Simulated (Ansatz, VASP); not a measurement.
## Cu in VASP and in Ansatz

```
CELL_PARAMETERS angstrom
-1.44279 1.44279 1.37608
1.44279 -1.44279 1.37608
1.44279 1.44279 -1.37608
ATOMIC_POSITIONS crystal
Cu 0.00000 0.00000 0.00000
```

This isn't the form of Cu at room conditions, which is fcc.

Alike in both runs: task single point; functional PBE; k mesh 26 × 26 × 26; occupations gaussian, width 0.15 eV; no spin polarisation.

|  | VASP | Ansatz |
| --- | --- | --- |
| version | VASP 6.6.1 | Ansatz 0.2.0 |
| potentials or method | VASP PAW PBE potentials, release 64 (Cu) | scalar-relativistic, plane waves, PAW |
| plane-wave cutoff (eV) | 520 | 420 |
| valence electrons in the cell | 11 | 19 |

|  | VASP | Ansatz | Ansatz less VASP |
| --- | --- | --- | --- |
| gap on the k mesh at the Fermi level (eV) | none | none | - |
| pressure (GPa) | 7.9 | 7.3 | -0.56 |

A gap of «none» marks a metal or a gap that the smearing closes. With one functional, cell and mesh, what is left measures potentials, basis and numerics. The two sets of potentials don't hold the same shells in valence.
